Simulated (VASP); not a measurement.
Input of a VASP 6.6.1 run:

Contents of INCAR:

```
PREC     = Accurate       # precision mode
ENCUT    = 520            # plane-wave cutoff, eV
EDIFF    = 1E-6           # SCF threshold, eV
ISMEAR   = -1             # smearing method
SIGMA    = 0.05           # smearing width, eV
LREAL    = F              # projectors in reciprocal space
LASPH    = T              # aspherical terms in the spheres
NELM     = 150            # most SCF steps
ALGO     = Normal         # electronic algorithm
ISIF     = 2              # what is computed and relaxed
LWAVE    = F              # write WAVECAR
LCHARG   = F              # write CHGCAR
ISPIN    = 2              # spin polarisation
MAGMOM   = 5.5 0          # initial moments
LORBIT   = 11             # projections on sites
LMAXMIX  = 4              # l up to which the mixer works
GGA      = PE             # functional
NBANDS   = 20             # bands
```

KPOINTS

```
regular mesh
0
Gamma
  9 9 9
```

Contents of POSCAR:

```
MnS
1.0
    0.0000000000      2.4734634191      2.4734634191
    2.4734634191      0.0000000000      2.4734634191
    2.4734634191      2.4734634191      0.0000000000
Mn S
1 1
Direct
    0.0000000000      0.0000000000      0.0000000000
    0.7500000000      0.7500000000      0.7500000000
```

Potentials or basis: VASP PAW PBE potentials, release 64 (Mn_pv, S).

Launch:

```sh
$ cat potpaw_PBE.64/Mn_pv/POTCAR potpaw_PBE.64/S/POTCAR > POTCAR
$ mpirun -np 1 vasp_std > vasp.out
```

Task: Predict the net moment.

Result: 0.22 μB per cell.

Task: What does it give for the site moments?

Result: Mn +0.21; S -0.01 μB.

Caveat: the moment fell far below its start of 5.5 μB, so a state of higher moment may lie lower in energy.
